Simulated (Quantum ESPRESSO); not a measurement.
# TiB2 (P6/mmm) in Quantum ESPRESSO: notebook, part 2 of 3

Quantum ESPRESSO 7.5. Earlier steps stand in the parts before.

### 3 Phonons, PBE

The input, pw.in:

```
&CONTROL
  calculation = 'scf'
  prefix = 'pwscf'
  outdir = './tmp'
  pseudo_dir = './pseudo'
  tprnfor = .true.
  tstress = .true.
  disk_io = 'low'
/
&SYSTEM
  ibrav = 0
  nat = 3
  ntyp = 2
  ecutwfc = 36
  ecutrho = 216
  nbnd = 15
  occupations = 'smearing'
  smearing = 'mv'
  degauss = 0.01999163
/
&ELECTRONS
  conv_thr = 6d-10
  electron_maxstep = 120
  mixing_beta = 0.5
/
ATOMIC_SPECIES
Ti    47.8670 Ti.GGA_PBE-JTH.UPF
B     10.8100 B.GGA_PBE-JTH.UPF
CELL_PARAMETERS angstrom
   3.0292000000    0.0000000000    0.0000000000
  -1.5146000000    2.6233641531    0.0000000000
   0.0000000000    0.0000000000    3.2284000000
ATOMIC_POSITIONS crystal
Ti     0.0000000000    0.0000000000    0.0000000000
B      0.6666666667    0.3333333333    0.5000000000
B      0.3333333333    0.6666666667    0.5000000000
K_POINTS automatic
10 10 8 0 0 0
```

The input, relax.in:

```
&CONTROL
  calculation = 'vc-relax'
  prefix = 'pwscf'
  outdir = './tmp'
  pseudo_dir = './pseudo'
  tprnfor = .true.
  tstress = .true.
  disk_io = 'low'
  nstep = 40
  forc_conv_thr = 0.0001
  etot_conv_thr = 1d-06
/
&SYSTEM
  ibrav = 0
  nat = 3
  ntyp = 2
  ecutwfc = 36
  ecutrho = 216
  nbnd = 15
  occupations = 'smearing'
  smearing = 'mv'
  degauss = 0.01999163
/
&ELECTRONS
  conv_thr = 6d-10
  electron_maxstep = 120
  mixing_beta = 0.5
/
&IONS
  ion_dynamics = 'bfgs'
/
&CELL
  cell_dynamics = 'bfgs'
  press = 0
  press_conv_thr = 0.2
/
ATOMIC_SPECIES
Ti    47.8670 Ti.GGA_PBE-JTH.UPF
B     10.8100 B.GGA_PBE-JTH.UPF
CELL_PARAMETERS angstrom
   3.0292000000    0.0000000000    0.0000000000
  -1.5146000000    2.6233641531    0.0000000000
   0.0000000000    0.0000000000    3.2284000000
ATOMIC_POSITIONS crystal
Ti     0.0000000000    0.0000000000    0.0000000000
B      0.6666666667    0.3333333333    0.5000000000
B      0.3333333333    0.6666666667    0.5000000000
K_POINTS automatic
10 10 8 0 0 0
```

The input, scf2.in:

```
&CONTROL
  calculation = 'scf'
  prefix = 'pwscf'
  outdir = './tmp'
  pseudo_dir = './pseudo'
  tprnfor = .true.
  tstress = .true.
  disk_io = 'low'
/
&SYSTEM
  ibrav = 0
  nat = 3
  ntyp = 2
  ecutwfc = 36
  ecutrho = 216
  nbnd = 15
  occupations = 'smearing'
  smearing = 'mv'
  degauss = 0.01999163
/
&ELECTRONS
  conv_thr = 1d-13
  electron_maxstep = 120
  mixing_beta = 0.5
  startingpot = 'file'
  startingwfc = 'file'
/
ATOMIC_SPECIES
Ti    47.8670 Ti.GGA_PBE-JTH.UPF
B     10.8100 B.GGA_PBE-JTH.UPF
CELL_PARAMETERS angstrom
   3.0332368964    0.0000000000    0.0000000000
  -1.5166184482    2.6268602080    0.0000000000
   0.0000000000    0.0000000000    3.2309819957
ATOMIC_POSITIONS crystal
Ti     0.0000000000    0.0000000000    0.0000000000
B      0.6666666667    0.3333333333    0.5000000000
B      0.3333333333    0.6666666667    0.5000000000
K_POINTS automatic
10 10 8 0 0 0
```

The input, ph.in:

```
phonons of TiB2
&INPUTPH
  prefix = 'pwscf'
  outdir = './tmp'
  tr2_ph = 1d-16
  fildyn = 'dyn'
  niter_ph = 60
  alpha_mix(1) = 0.4
/
0.0000000000 0.0000000000 0.0000000000
```

The input, dynmat.in:

```
&INPUT
  fildyn = 'dyn'
  asr = 'crystal'
  filout = 'dynmat.disp'
  fileig = 'dynmat.eig'
/
```

Potentials or basis: JTH 2.0 PBE.

Started as:

```bash
OMP_NUM_THREADS=1 pw.x -in pw.in > pw.out
OMP_NUM_THREADS=1 pw.x -in relax.in > relax.out
OMP_NUM_THREADS=1 pw.x -in scf2.in > scf2.out
OMP_NUM_THREADS=1 ph.x -in ph.in > ph.out
OMP_NUM_THREADS=1 dynmat.x -in dynmat.in > dynmat.out
```

pw.out:

```text
This program is part of the open-source Quantum ESPRESSO suite
     for quantum simulation of materials; please cite
         "P. Giannozzi et al., J. Phys.:Condens. Matter 21 395502 (2009);
         "P. Giannozzi et al., J. Phys.:Condens. Matter 29 465901 (2017);
         "P. Giannozzi et al., J. Chem. Phys. 152 154105 (2020);
     in publications or presentations arising from this work. More details at

     file Ti.GGA_PBE-JTH.UPF: wavefunction(s)  4S 3P 0P 3D 0D renormalized
     file B.GGA_PBE-JTH.UPF: wavefunction(s)  2S 0S 2P 0P renormalized
     Message from routine setup:
     using ibrav=0 with symmetry is DISCOURAGED, use correct ibrav instead

     G-vector sticks info
     --------------------
     sticks:   dense  smooth     PW     G-vecs:    dense   smooth      PW
     Sum         499     313    109                 9323     5015     925

     Using Slab Decomposition

     bravais-lattice index     =            0
     lattice parameter (alat)  =       5.7244  a.u.
     unit-cell volume          =     173.1293 (a.u.)^3
     number of atoms/cell      =            3
     number of atomic types    =            2
     number of electrons       =        18.00
     number of Kohn-Sham states=           15
     kinetic-energy cutoff     =      36.0000  Ry
     charge density cutoff     =     216.0000  Ry
     scf convergence threshold =      6.0E-10
     mixing beta               =       0.5000
     number of iterations used =            8  plain     mixing
     Exchange-correlation= SLA PW PBX PBC
                           (   1   4   3   4   0   0   0)

     celldm(1)=   5.724358  celldm(2)=   0.000000  celldm(3)=   0.000000
     celldm(4)=   0.000000  celldm(5)=   0.000000  celldm(6)=   0.000000

     crystal axes: (cart. coord. in units of alat)
               a(1) = (   1.000000   0.000000   0.000000 )
               a(2) = (  -0.500000   0.866025   0.000000 )
               a(3) = (   0.000000   0.000000   1.065760 )

     reciprocal axes: (cart. coord. in units 2 pi/alat)
               b(1) = (  1.000000  0.577350 -0.000000 )
               b(2) = (  0.000000  1.154701  0.000000 )
               b(3) = (  0.000000 -0.000000  0.938298 )

     PseudoPot. # 1 for Ti read from file:
     Ti.GGA_PBE-JTH.UPF
     Pseudo is Projector augmented-wave + core cor, Zval = 12.0
     Generated using ATOMPAW code
     Shape of augmentation charge: BESSEL
     Using radial grid of 1024 points,  6 beta functions with:
                l(1) =   0
                l(2) =   0
                l(3) =   1
                l(4) =   1
                l(5) =   2
                l(6) =   2
     Q(r) pseudized with 0 coefficients

     PseudoPot. # 2 for B  read from file:
     B.GGA_PBE-JTH.UPF
     Pseudo is Projector augmented-wave + core cor, Zval =  3.0
     Generated using ATOMPAW code
     Shape of augmentation charge: SINC**2
     Using radial grid of  906 points,  4 beta functions with:
                l(1) =   0
                l(2) =   0
                l(3) =   1
                l(4) =   1
     Q(r) pseudized with 0 coefficients

     atomic species   valence    mass     pseudopotential
     Ti               12.00    47.86700     Ti( 1.00)
     B                 3.00    10.81000     B ( 1.00)

     24 Sym. Ops., with inversion, found

   Cartesian axes

     site n.     atom                  positions (alat units)
         1        Ti     tau(   1) = (   0.0000000   0.0000000   0.0000000  )
         2        B      tau(   2) = (   0.5000000   0.2886751   0.5328800  )
         3        B      tau(   3) = (  -0.0000000   0.5773503   0.5328800  )

     number of k points=    70  Marzari-Vanderbilt smearing, width (Ry)=  0.0200
                       cart. coord. in units 2pi/alat
        k(    1) = (   0.0000000   0.0000000   0.0000000), wk =   0.0025000
        k(    2) = (   0.0000000   0.0000000   0.1172872), wk =   0.0050000
        k(    3) = (   0.0000000   0.0000000   0.2345744), wk =   0.0050000
        k(    4) = (   0.0000000   0.0000000   0.3518616), wk =   0.0050000
        k(    5) = (   0.0000000   0.0000000  -0.4691488), wk =   0.0025000
        k(    6) = (   0.0000000   0.1154701   0.0000000), wk =   0.0150000
[... 62 lines left out ...]
        k(   69) = (   0.3000000   0.5196152   0.3518616), wk =   0.0300000
        k(   70) = (   0.3000000   0.5196152  -0.4691488), wk =   0.0150000

     Dense  grid:     9323 G-vectors     FFT dimensions: (  27,  27,  30)

     Smooth grid:     5015 G-vectors     FFT dimensions: (  24,  24,  24)

     Check: negative core charge=   -0.000054

     Initial potential from superposition of free atoms

     starting charge      17.9955, renormalised to      18.0000
     Starting wfcs are   34 randomized atomic wfcs

     Self-consistent Calculation

     iteration #  1     ecut=    36.00 Ry     beta= 0.50
     Davidson diagonalization with overlap
     ethr =  1.00E-02,  avg # of iterations =  2.1

     total energy              =    -206.39038223 Ry
     estimated scf accuracy    <       1.22506904 Ry

     iteration #  2     ecut=    36.00 Ry     beta= 0.50
     Davidson diagonalization with overlap
     ethr =  6.81E-03,  avg # of iterations =  3.1

     total energy              =    -206.60974542 Ry
     estimated scf accuracy    <       0.96865307 Ry

     iteration #  3     ecut=    36.00 Ry     beta= 0.50
     Davidson diagonalization with overlap
     ethr =  5.38E-03,  avg # of iterations =  1.5
[... 43 lines left out ...]
     total energy              =    -206.85572178 Ry
     estimated scf accuracy    <          3.3E-09 Ry

     iteration # 10     ecut=    36.00 Ry     beta= 0.50
     Davidson diagonalization with overlap
     ethr =  1.83E-11,  avg # of iterations =  4.7

     total energy              =    -206.85572179 Ry
     estimated scf accuracy    <          4.3E-09 Ry

     iteration # 11     ecut=    36.00 Ry     beta= 0.50
     Davidson diagonalization with overlap
     ethr =  1.83E-11,  avg # of iterations =  1.4

     End of self-consistent calculation

          k = 0.0000 0.0000 0.0000 (   635 PWs)   bands (ev):

   -41.6091 -17.9660 -17.6551 -17.6551   1.8113  12.7203  12.7203  13.0043
    13.2088  17.2217  17.2217  18.9797  18.9797  21.1087  21.1087

          k = 0.0000 0.0000 0.1173 (   635 PWs)   bands (ev):

   -41.6069 -17.9957 -17.6527 -17.6527   2.0181  11.4740  12.8846  12.8846
    14.5283  16.7463  16.7463  18.6261  18.6261  21.8538  22.1913

          k = 0.0000 0.0000 0.2346 (   660 PWs)   bands (ev):

   -41.6018 -18.0667 -17.6470 -17.6470   2.5875   9.7980  13.3659  13.3659
    15.7107  15.9436  15.9436  17.7163  17.7163  22.0596  23.3938

          k = 0.0000 0.0000 0.3519 (   648 PWs)   bands (ev):

   -41.5966 -18.1367 -17.6413 -17.6413   3.3305   8.3619  14.1162  14.1162
    15.3570  15.3570  16.5725  16.5725  16.6071  21.9342  24.9011
[... 93 lines left out ...]
   -41.5527 -18.0078 -17.9916 -17.7291   4.9584   7.7705  11.4119  11.7348
    13.0468  17.0775  17.5647  18.5887  19.7106  20.7127  23.2383

          k = 0.0000 0.4619 0.3519 (   623 PWs)   bands (ev):

   -41.5478 -18.0547 -17.9960 -17.7216   5.1323   8.1451  11.0130  11.1832
    12.7952  17.3443  17.8442  19.3432  19.5601  20.7111  22.4894

          k = 0.0000 0.4619-0.4691 (   620 PWs)   bands (ev):

   -41.5457 -18.0801 -17.9915 -17.7184   5.1853   8.4294  10.8039  10.8648
    12.6937  17.7239  17.9279  19.1635  19.7166  21.4381  21.5528

          k = 0.0000-0.5774 0.0000 (   624 PWs)   bands (ev):

   -41.5544 -18.0599 -17.8968 -17.7486   5.9534   6.0954  12.0598  12.0971
    13.0579  16.6668  18.0718  18.5469  18.6919  22.7801  22.7823

          k = 0.0000-0.5774 0.1173 (   628 PWs)   bands (ev):

   -41.5524 -18.0552 -17.9226 -17.7454   6.0144   6.1555  11.7892  12.1126
    13.0123  17.1338  17.6401  18.0973  19.4436  21.3924  23.5288

          k = 0.0000-0.5774 0.2346 (   622 PWs)   bands (ev):

   -41.5475 -18.0439 -17.9846 -17.7377   5.8242   6.7057  11.2613  12.1486
    12.6637  17.1440  18.1597  18.2121  19.9503  20.4748  23.0956

          k = 0.0000-0.5774 0.3519 (   622 PWs)   bands (ev):

   -41.5426 -18.0459 -18.0325 -17.7300   5.6406   7.4039  10.8371  11.9338
    12.1823  17.4496  18.2237  19.3599  19.9599  20.3085  22.0061

          k = 0.0000-0.5774-0.4691 (   624 PWs)   bands (ev):

   -41.5406 -18.0711 -18.0277 -17.7267   5.5664   7.7797  10.6810  11.5002
    12.1957  17.8121  18.2507  19.7945  19.9082  20.6995  21.0813

          k = 0.1000 0.1732 0.0000 (   627 PWs)   bands (ev):

   -41.5945 -17.9475 -17.7633 -17.6833   2.3822  11.3582  12.3604  12.6412
    13.5816  16.9886  17.6665  18.0102  18.1435  22.5896  23.4682

          k = 0.1000 0.1732 0.1173 (   627 PWs)   bands (ev):

   -41.5924 -17.9763 -17.7602 -17.6807   2.5681  11.4494  11.6351  12.3915
    14.3342  16.2154  17.4402  18.1525  18.6150  22.7691  22.9116

          k = 0.1000 0.1732 0.2346 (   635 PWs)   bands (ev):

   -41.5873 -18.0449 -17.7528 -17.6744   3.0712  10.2016  11.6854  12.4488
    15.2180  15.3500  17.0076  18.0609  18.6497  22.7125  23.3171
[... 173 lines left out ...]
   -41.5417 -17.9759 -17.9561 -17.8800   6.3301   7.3537   8.9129  12.4085
    12.8911  17.4013  18.1077  18.1492  20.8445  21.1817  24.6301

          k = 0.3000 0.5196 0.3519 (   635 PWs)   bands (ev):

   -41.5368 -18.0362 -17.9457 -17.8704   6.2865   7.2960   9.4291  12.0964
    12.4310  17.7554  18.7223  19.0360  20.1680  20.6523  23.0896

          k = 0.3000 0.5196-0.4691 (   636 PWs)   bands (ev):

   -41.5348 -18.0610 -17.9414 -17.8664   6.2600   7.2701   9.6828  11.9723
    12.2758  17.8297  19.2698  19.4098  19.6976  20.4187  22.5064

     the Fermi energy is    15.2938 ev

!    total energy              =    -206.85572179 Ry
     total all-electron energy =      -206.855722 Ry
     estimated scf accuracy    <          3.6E-10 Ry
     smearing contrib. (-TS)   =      -0.00033979 Ry
     internal energy E=F+TS    =    -206.85538200 Ry

     The total energy is F=E-TS. E is the sum of the following terms:
     one-electron contribution =     -28.32361102 Ry
     hartree contribution      =      23.01046290 Ry
     xc contribution           =     -20.53589704 Ry
     ewald contribution        =    -102.61755189 Ry
     one-center paw contrib.   =     -78.38878496 Ry

     convergence has been achieved in  11 iterations

     Forces acting on atoms (cartesian axes, Ry/au):

     atom    1 type  1   force =     0.00000000    0.00000000    0.00000000
     atom    2 type  2   force =     0.00000000    0.00000000    0.00000000
     atom    3 type  2   force =     0.00000000    0.00000000    0.00000000

     Total force =     0.000000     Total SCF correction =     0.000000

     Computing stress (Cartesian axis) and pressure

          total   stress  (Ry/bohr**3)                   (kbar)     P=        8.87
   0.00006939   0.00000000  -0.00000000           10.21        0.00       -0.00
   0.00000000   0.00006939   0.00000000            0.00       10.21        0.00
  -0.00000000   0.00000000   0.00004215           -0.00        0.00        6.20

=------------------------------------------------------------------------------=
   JOB DONE.
=------------------------------------------------------------------------------=
```

Run time: 4.7 min. Hardware: 1 thread of Arm Neoverse V2, shared host; peak memory 0.1 GiB.

Results:

| Property | Result |
| --- | --- |
| Free energy | -2814.4158 eV |
| Relaxed volume | 8.58 Å³/atom |
| Relaxed cell | a = 3.033 Å, b = 3.033 Å, c = 3.231 Å, α = 90.00°, β = 90.00°, γ = 120.00° |
| Space group after relaxing (to 0.05 Å) | P6/mmm (No. 191) |
| Pressure after relaxing | 0.0 GPa |
| Band gap on the k mesh | none (metal or under the smearing width) |
| Highest phonon frequency at Γ | 883 cm⁻¹ |

Step by step:
```csv
step,energy change (eV),largest force (eV/Å),pressure (GPa),volume (Å³)
1,0.0000,0.0000,0.89,25.66
2,-0.0002,0.0000,-0.26,25.77
3,-0.0003,0.0000,-0.01,25.75
4,-0.0003,0.0000,0.00,25.74
```

Final structure:
```
Ti B
1.0
     3.03324    0.00000    0.00000
    -1.51662    2.62686    0.00000
     0.00000    0.00000    3.23098
Ti B
1 2
Cartesian
  0.0000 0.0000 0.0000
  1.5166 0.8756 1.6155
  0.0000 1.7512 1.6155
```

Levels at points of the mesh, in eV from the Fermi level:
| k point | band 7 | band 8 | band 9 | band 10 | band 11 | band 12 |
| --- | --- | --- | --- | --- | --- | --- |
| (0.00, 0.00, 0.00) | -2.57 | -2.28 | -2.08 | 1.92 | 1.92 | 3.67 |
| (0.00, 0.00, -0.50) | -0.52 | -0.52 | -0.15 | -0.15 | 0.47 | 0.47 |
| (0.00, -0.50, 0.00) | -3.23 | -3.18 | -2.23 | 1.37 | 2.76 | 3.24 |
| (0.00, -0.50, -0.50) | -4.60 | -3.78 | -3.10 | 2.51 | 2.94 | 4.48 |

Phonon frequencies in cm⁻¹ (negative: imaginary):
```
              q point                        frequencies
(0.000, 0.000, 0.000)  -11 -6 -6 508 508 511 534 883 883
```

Optical modes at Γ, degenerate ones joined:
```
cm⁻¹  components  symmetry  active in
 507           2       E1u         IR
 511           1       A2u         IR
 534           1       B1g     silent
 883           2       E2g      Raman
```

Caveat: the mesh is thin for the phonons of a metal; the cutoff is low for these files, which shifts pressure and relaxed volume.

(Continued in part 3 of 3.)
